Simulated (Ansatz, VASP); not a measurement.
**Se in VASP and in Ansatz**

```
CELL_PARAMETERS angstrom
2.78718 0.00000 0.00000
0.00000 2.78718 0.00000
0.00000 0.00000 2.78718
ATOMIC_POSITIONS crystal
Se 0.00000 0.00000 0.00000
```

Alike in both runs: functional PBEsol; k mesh 12 × 12 × 12; no spin polarisation.

Ansatz relaxed the structure, and its values are those at the end. VASP's run is a single point on that final structure, the one shown.

|  | VASP | Ansatz |
| --- | --- | --- |
| version | VASP 6.6.1 | Ansatz 0.2.0 |
| potentials or method | VASP PAW PBE potentials, release 64 (Se) | plane waves, PAW |
| plane-wave cutoff (eV) | 520 | 420 |
| occupations | methfessel-paxton of order 1, width 0.1 eV | cold, width 0.1 eV |
| valence electrons in the cell | 6 | 16 |

Ansatz gave:

```
pressure (GPa) : 0.0
```

Question: Which values does VASP return?

Answer: Pressure (GPa): 0.1.

The two sets of potentials don't hold the same shells in valence. Ansatz warned: «pseudo_functional_mismatch».

Caveats: the PAW data sets were made with another functional, which shifts forces and pressure a little (VASP).
